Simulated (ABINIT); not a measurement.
The system is SnSe.

```
CELL_PARAMETERS angstrom
0.00000 3.01000 3.01000
3.01000 0.00000 3.01000
3.01000 3.01000 0.00000
ATOMIC_POSITIONS crystal
Sn 0.00000 0.00000 0.00000
Se 0.50000 0.50000 0.50000
```

Measurements of this composition are mostly on another form, of space group No. 62.

```yaml
Program: ABINIT 10.8.3 (patched build)
Task: relaxation of cell and atoms
Functional: LDA
Potentials_or_basis: PseudoDojo NC SR LDA v0.4.1 standard
Cutoff: 1170 eV
k_mesh: 6 × 6 × 6
Occupations: fermi-dirac, width 0.05 eV
Spin: no spin polarisation
```

At the start: pressure -3.7 GPa; volume 27.27 Å³/atom.

Problem. How do energy, volume and symmetry change on relaxing?

Solution. Over 5 steps the energy falls by 22.5 meV/atom and the volume is 25.43 Å³/atom (-6.8 %); space group Fm-3m (No. 225, to 0.05 Å).

Step by step:
```
step  energy change (eV)  largest force (eV/Å)  pressure (GPa)  volume (Å³)
   1              0.0000                0.0000           -3.67        54.54
   2             -0.0130                0.0000           -3.16        53.93
   3             -0.0446                0.0000            0.38        50.54
   4             -0.0450                0.0000           -0.03        50.88
   5             -0.0450                0.0000            0.00        50.85
```

Final structure:
```
CELL_PARAMETERS angstrom
0.00000 2.94055 2.94055
2.94055 0.00000 2.94055
2.94055 2.94055 0.00000
ATOMIC_POSITIONS crystal
Sn 0.00000 0.00000 0.00000
Se 0.50000 0.50000 0.50000
```
